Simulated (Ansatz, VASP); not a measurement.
# One calculation of MgS, two programs

```
CELL_PARAMETERS angstrom
2.62964 2.62964 0.00000
-2.62964 2.62964 0.00000
0.00000 0.00000 4.87103
ATOMIC_POSITIONS crystal
Mg 0.00000 0.00000 0.00000
Mg 0.50000 0.50000 0.50000
S 0.50000 0.50000 0.00000
S 0.00000 0.00000 0.50000
```

Change from the starting cell: uniaxial strain along c, a, b and atoms relaxed: -6.0 %.

Alike in both runs: functional PBEsol; k mesh 6 × 6 × 6; occupations gaussian, width 0.02 eV; no spin polarisation.

Ansatz relaxed the structure, and its values are those at the end. VASP's run is a single point on that final structure, the one shown.

```csv
,VASP,Ansatz
version,VASP 6.6.1,Ansatz 0.2.0
potentials or method,"VASP PAW PBE potentials, release 64 (Mg, S)","scalar-relativistic, plane waves, PAW"
plane-wave cutoff (eV),520,420
valence electrons in the cell,16,32
```

Ansatz gave:

- gap on the k mesh at the Fermi level (eV): 2.47
- least direct gap on the mesh (eV): 2.47
- pressure (GPa): 3.8

**Question.** What did VASP give for the same quantities?

**Answer.** gap on the k mesh at the Fermi level (eV): 2.48; least direct gap on the mesh (eV): 2.48; pressure (GPa): 3.6.

The two sets of potentials don't hold the same shells in valence.

Caveats: the PAW data sets were made with another functional, which shifts forces and pressure a little (VASP). A k mesh can miss the band edges.
